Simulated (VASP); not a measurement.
# KZnF3 (Pm-3m) in VASP: further runs, part 2 of 2

VASP 6.6.1.

**3. Relaxation of cell and atoms, PBE+D3(BJ)**

File INCAR:

```
SYSTEM = KZnF3
ALGO = Normal
EDIFF = 1E-7
EDIFFG = -0.005
ENCUT = 600
GGA = PE
IBRION = 2
ISIF = 3
ISMEAR = 0
IVDW = 12
LASPH = .True.
LCHARG = .False.
LREAL = .False.
LWAVE = .False.
NELM = 100
NSW = 70
PREC = Accurate
SIGMA = 0.02
```

File KPOINTS:

```
k-points
0
Gamma
  6 6 6
  0 0 0
```

File POSCAR:

```
KZnF3
1.0
    4.1275598768      0.0000000000      0.0000000000
    0.0000000000      4.1275598768      0.0000000000
    0.0000000000      0.0000000000      4.1275598768
K Zn F
1 1 3
Direct
    0.0000000000      0.0000000000      0.0000000000
    0.5000000000      0.5000000000      0.5000000000
    0.5000000000      0.5000000000      0.0000000000
    0.0000000000      0.5000000000      0.5000000000
    0.5000000000      0.0000000000      0.5000000000
```

Potentials or basis: VASP PAW PBE potentials, release 64 (K_sv, Zn, F).

Run with:

```sh
> cat potpaw_PBE.64/K_sv/POTCAR potpaw_PBE.64/Zn/POTCAR potpaw_PBE.64/F/POTCAR > POTCAR
> mpirun -np 1 vasp_std > vasp.out
```

OUTCAR:

```text
SYSTEM = KZnF3
   EDIFF = 1E-7
   EDIFFG = -0.005
   ENCUT = 600
   GGA = PE
   IBRION = 2
   ISIF = 3
   ISMEAR = 0
   IVDW = 12
   LASPH = .True.
   LREAL = .False.
   NELM = 100
   NSW = 70
   PREC = Accurate
 IVDW          = 12

 ion  position               nearest neighbor table
   1  0.000  0.000  0.000-
   2  0.500  0.500  0.500-   3 2.06   4 2.06   5 2.06   3 2.06   5 2.06   4 2.06
   3  0.500  0.500  0.000-   2 2.06   2 2.06
   4  0.000  0.500  0.500-   2 2.06   2 2.06
   5  0.500  0.000  0.500-   2 2.06   2 2.06

  LATTYP: Found a simple cubic cell.
 ALAT       =     4.1275598768

  Lattice vectors:

 A1 = (   4.1275598768,   0.0000000000,   0.0000000000)
 A2 = (   0.0000000000,   4.1275598768,   0.0000000000)
 A3 = (   0.0000000000,   0.0000000000,   4.1275598768)

Analysis of symmetry for initial positions (statically):
=====================================================================
 Subroutine PRICEL returns:
 Original cell was already a primitive cell.

 Routine SETGRP: Setting up the symmetry group for a
 simple cubic supercell.

 Subroutine GETGRP returns: Found 48 space group operations
 (whereof 48 operations were pure point group operations)
 out of a pool of 48 trial point group operations.

The static configuration has the point symmetry O_h .

[... 139 lines left out ...]
   LHFCALC =     F    Hartree Fock is set to
   AEXX    =    0.0000 exact exchange contribution
   IVDW    =    12    specifies the selected vdW correction
   LEPSILON=     F    determine dielectric tensor
   LRPA    =     F    only Hartree local field effects (RPA)
 conjugate gradient relaxation of ions
 non-spin polarized calculation
 Gauss-broadening in eV      SIGMA  =   0.02
  energy-cutoff  :      600.00
  volume of cell :       70.32
 maximum number of plane-waves:      2364
 NGX is ok and might be reduce to    36
   NGX = 17   NGY = 17   NGZ = 17

--------------------------------------- Ionic step        1  -------------------------------------------

 number of electron      41.9999979 magnetization

 Free energy of the ion-electron system (eV)
  ---------------------------------------------------
  ext. energy  EPLUGINS =         0.00000000
  ---------------------------------------------------
  free energy    TOTEN  =       -20.33770676 eV

  energy without entropy =      -20.33770676  energy(sigma->0) =      -20.33770676

------------------------ aborting loop because EDIFF is reached ----------------------------------------

 Edisp (eV)   -0.74249

 E8    (eV) :    -0.3062
[... 77 lines left out ...]
--------------------------------------- Ionic step        3  -------------------------------------------

 number of electron      41.9999956 magnetization

 Free energy of the ion-electron system (eV)
  ---------------------------------------------------
  ext. energy  EPLUGINS =         0.00000000
  ---------------------------------------------------
  free energy    TOTEN  =       -20.32943276 eV

  energy without entropy =      -20.32943276  energy(sigma->0) =      -20.32943276

 E-fermi :  -1.0329     XC(G=0):  -9.6944

 val. band max:       -1.1228120971   @ k =   0.5000   0.5000   0.5000
 cond. band min:       2.5812669519   @ k =   0.0000   0.0000   0.0000
 fundamental gap:      3.7040790490
 Fermi energy:        -1.0328602068

 k-point     1 :       0.0000    0.0000    0.0000
  band No.  band energies     occupation
      1     -28.0960      2.00000
      2     -22.4367      2.00000
      3     -21.8576      2.00000
      4     -21.8576      2.00000
      5     -11.5775      2.00000
      6     -11.5775      2.00000
[... 585 lines left out ...]
  FREE ENERGIE OF THE ION-ELECTRON SYSTEM (eV)
  ---------------------------------------------------
  free  energy   TOTEN  =       -21.0871151626 eV

  energy  without entropy=      -21.0871151626  energy(sigma->0) =      -21.08711516

 reached required accuracy - stopping structural energy minimisation
```

OSZICAR:

```text
N       E                     dE             d eps       ncg     rms          rms(c)
DAV:   1     0.476462496132E+03    0.47646E+03   -0.24545E+04  1000   0.220E+03
DAV:   2     0.166295678049E+02   -0.45983E+03   -0.44642E+03  1226   0.520E+02
DAV:   3    -0.217276826806E+02   -0.38357E+02   -0.38201E+02  1207   0.162E+02
[... 34 lines left out ...]
DAV:   3    -0.203294754354E+02    0.21445E-03   -0.32575E-04  1215   0.539E-01    0.662E-02
DAV:   4    -0.203294304601E+02    0.44975E-04   -0.15799E-04  1631   0.158E-01    0.369E-02
DAV:   5    -0.203294319068E+02   -0.14467E-05   -0.18935E-05  1515   0.562E-02    0.868E-03
DAV:   6    -0.203294326656E+02   -0.75879E-06   -0.36035E-06  1703   0.804E-02    0.239E-03
DAV:   7    -0.203294327641E+02   -0.98494E-07   -0.43270E-07   979   0.127E-02
   3 F= -.21087115E+02 E0= -.21087115E+02  d E =-.691778E-02
```

CONTCAR:

```text
KZnF3
   1.00000000000000
     4.0988551534611775   -0.0000000000000000    0.0000000000000000
    -0.0000000000000000    4.0988551534611775    0.0000000000000000
    -0.0000000000000000   -0.0000000000000000    4.0988551534611775
  K               Zn              F
     1     1     3
Direct
     0.0000000000000000    0.0000000000000000    0.0000000000000000
     0.5000000000000000    0.5000000000000000    0.5000000000000000
     0.5000000000000000    0.5000000000000000    0.0000000000000000
     0.0000000000000000    0.5000000000000000    0.5000000000000000
     0.5000000000000000    0.0000000000000000    0.5000000000000000

  0.00000000E+00  0.00000000E+00  0.00000000E+00
  0.00000000E+00  0.00000000E+00  0.00000000E+00
  0.00000000E+00  0.00000000E+00  0.00000000E+00
  0.00000000E+00  0.00000000E+00  0.00000000E+00
  0.00000000E+00  0.00000000E+00  0.00000000E+00
```

It took 93 s on 1 thread of Intel Xeon Platinum 8488C (Sapphire Rapids), shared host; peak memory 0.24 GiB.

Results:

```yaml
Free_energy: -21.0871 eV
Relaxed_volume: 13.77 Å³/atom
Relaxed_cell: a = 4.099 Å, b = 4.099 Å, c = 4.099 Å, α = 90.00°, β = 90.00°, γ = 90.00°
Space_group_after_relaxing_to_0.05_Å: Pm-3m (No. 221)
Energy_gained_by_relaxing: 1.4 meV/atom
Ionic_steps: 3
Pressure_after_relaxing: 0.0 GPa
Band_gap_on_the_k_mesh: 3.70 eV, indirect (least direct gap 5.35 eV)
Dispersion_energy_per_atom: -0.152 eV
```

The path:
| step | energy change (eV) | largest force (eV/Å) | pressure (GPa) | volume (Å³) |
| --- | --- | --- | --- | --- |
| 1 | 0.0000 | 0.0000 | -1.44 | 70.32 |
| 2 | -0.0068 | 0.0000 | -0.20 | 69.04 |
| 3 | -0.0069 | 0.0000 | 0.00 | 68.86 |

Final structure:
```xyz
5
Lattice="4.0989 0.0000 0.0000 0.0000 4.0989 0.0000 0.0000 0.0000 4.0989" Properties=species:S:1:pos:R:3 pbc="T T T"
K     0.0000    0.0000    0.0000
Zn    2.0494    2.0494    2.0494
F     2.0494    2.0494    0.0000
F     0.0000    2.0494    2.0494
F     2.0494    0.0000    2.0494
```

A k mesh can miss the band edges. As with any semilocal functional, this PBE gap is likely too small.
